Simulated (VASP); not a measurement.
SiC: phonons with PBEsol

Crystal: SiC.

```
Si C
1.0
     0.00000    2.01922    2.01922
     2.01922    0.00000    2.01922
     2.01922    2.01922    0.00000
Si C
1 1
Direct
  0.00000 0.00000 0.00000
  0.50000 0.50000 0.50000
```

The cell was built by a generator and needn't be a form met in nature.

* Program: VASP 6.6.1
* Task: phonons
* Functional: PBEsol
* Potentials or basis: VASP PAW PBE potentials, release 64 (Si, C)
* Cutoff: 600 eV
* k mesh: 12 × 12 × 12
* Occupations: gaussian, width 0.03 eV
* Spin: no spin polarisation
* By perturbation theory: no
* Further INCAR settings: ALGO = Normal; EDIFF = 1e-08; IBRION = 6; POTIM = 0.015; NSW = 1

| Property | Result |
| --- | --- |
| Highest phonon frequency at Γ, LO-TO splitting left out | 422 cm⁻¹ |

Phonon frequencies in cm⁻¹ (negative: imaginary):
```csv
q point,frequencies
"(0.000, 0.000, 0.000)",0 0 0 422 422 422
```

It took 24 s on 1 thread of Intel(R) Xeon(R) 6975P-C (Granite Rapids), on a shared host, peak memory 0.17 GiB.
